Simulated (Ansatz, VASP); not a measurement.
## BaTe: VASP beside Ansatz

```xyz
2
Lattice="0.0000 3.9165 3.9165 3.9165 0.0000 3.9165 3.9165 3.9165 0.0000" Properties=species:S:1:pos:R:3 pbc="T T T"
Ba    0.0000    0.0000    0.0000
Te    1.9583    1.9583    1.9583
```

Alike in both runs: task single point; functional PBE; k mesh 8 × 8 × 8; occupations gaussian, width 0.05 eV; no spin polarisation.

|  | VASP | Ansatz |
| --- | --- | --- |
| version | VASP 6.6.1 | Ansatz 0.2.0 |
| potentials or method | VASP PAW PBE potentials, release 64 (Ba_sv, Te) | scalar-relativistic, plane waves, PAW |
| plane-wave cutoff (eV) | 520 | 420 |
| valence electrons in the cell | 16 | 26 |

```csv
,VASP,Ansatz,Ansatz less VASP
gap on the k mesh at the Fermi level (eV),2.57,2.56,-0.011
least direct gap on the mesh (eV),2.92,2.94,+0.023
pressure (GPa),0.2,0.0,-0.20
```

With one functional, cell and mesh, what is left measures potentials, basis and numerics. The two sets of potentials don't hold the same shells in valence.

Caveats: spin-orbit coupling is left out, which moves the levels of the heavy elements. A k mesh can miss the band edges. As with any semilocal functional, this PBE gap is likely too small.
